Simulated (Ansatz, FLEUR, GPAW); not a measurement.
KBr: programs and potentials compared

```
Br K
1.0
     0.00000    3.30000    3.30000
     3.30000    0.00000    3.30000
     3.30000    3.30000    0.00000
Br K
1 1
Cartesian
  3.3000 3.3000 3.3000
  0.0000 0.0000 0.0000
```

Alike in all runs: task band structure; functional RPBE; k mesh 7 × 7 × 7; occupations fermi-dirac, width 0.05 eV; no spin polarisation; no spin-orbit coupling. Pressure is positive in compression and, in plane waves, holds the error of the finite cutoff, which Ansatz's Pulay term estimates and takes out. Gaps are the smaller of the mesh's and the band path's.

```csv
program and potentials,plane-wave cutoff (eV),notes,band gap (eV),pressure (GPa)
"Ansatz, Ansatz PAW",420,"potentials made for PBE, which Ansatz adapts in part",4.77,2.12
"FLEUR, all-electron, FLAPW",-,-,5.05,-
"GPAW, the program's PAW data sets (release 1.2.1) made for this functional",600,-,4.78,2.10
"Ansatz, all-electron LAPW, scalar-relativistic",-,-,4.77,2.12
```

The band gap spans 4.77 (Ansatz, all-electron LAPW, scalar-relativistic) to 5.05 eV (FLEUR, all-electron, FLAPW), with all-electron results at 4.77 to 5.05. The pressure spans 2.10 (GPAW, the program's PAW data sets (release 1.2.1) made for this functional) to 2.12 GPa (Ansatz, Ansatz PAW), with all-electron results at 2.12. Some sets were made for another functional than the one run, which can shift their rows. Spin-orbit coupling, left out here, moves the band edges of heavy atoms.

Differences between rows come from potentials, basis sets and numerical settings, since the functional is the same but for its coding. Runs on potential files found faulty are left out.
